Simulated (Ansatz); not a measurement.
TiC:

```xyz
2
Lattice="0.0000 2.1657 2.1657 2.1657 0.0000 2.1657 2.1657 2.1657 0.0000" Properties=species:S:1:pos:R:3 pbc="T T T"
Ti    0.0000    0.0000    0.0000
C     2.1657    2.1657    2.1657
```

The cell is a database's computed one.

```yaml
Program: Ansatz 0.2.0
Task: relaxation of cell and atoms
Functional: PBEsol
Dispersion: D4
Potentials_or_basis: Ansatz PAW
Cutoff: "420 eV (not typed: the program's choice for these potentials)"
k_mesh: 11 × 11 × 11
Occupations: fermi-dirac, width 0.05 eV
Spin: no spin polarisation
```

At the start: volume 10.16 Å³/atom.

**Question.** Where does the relaxation end?

**Answer.** It ends after 7 steps and the volume is 9.79 Å³/atom (-3.6 %); space group Fm-3m (No. 225, to 0.05 Å).

Step by step:
```
step  energy change (eV)  largest force (eV/Å)  volume (Å³)
   1              0.0000                0.0000        20.32
   2             -0.0231                0.0000        19.65
   3             -0.0235                0.0000        19.58
   4             -0.0235                0.0000        19.58
   5             -0.0225                0.0000        19.58
   6             -0.0225                0.0000        19.58
   7             -0.0225                0.0000        19.58
```

Final structure:
```
Ti C
1.0
     0.00000    2.13908    2.13908
     2.13908    0.00000    2.13908
     2.13908    2.13908    0.00000
Ti C
1 1
Direct
  0.00000 0.00000 0.00000
  0.50000 0.50000 0.50000
```

Caveat: the plane-wave basis is chosen anew once the cell has moved, so the energies of steps on either side of that aren't comparable; the PAW data sets come from PBE, with cores solved anew for the run's functional, which leaves a small shift of forces and pressure.
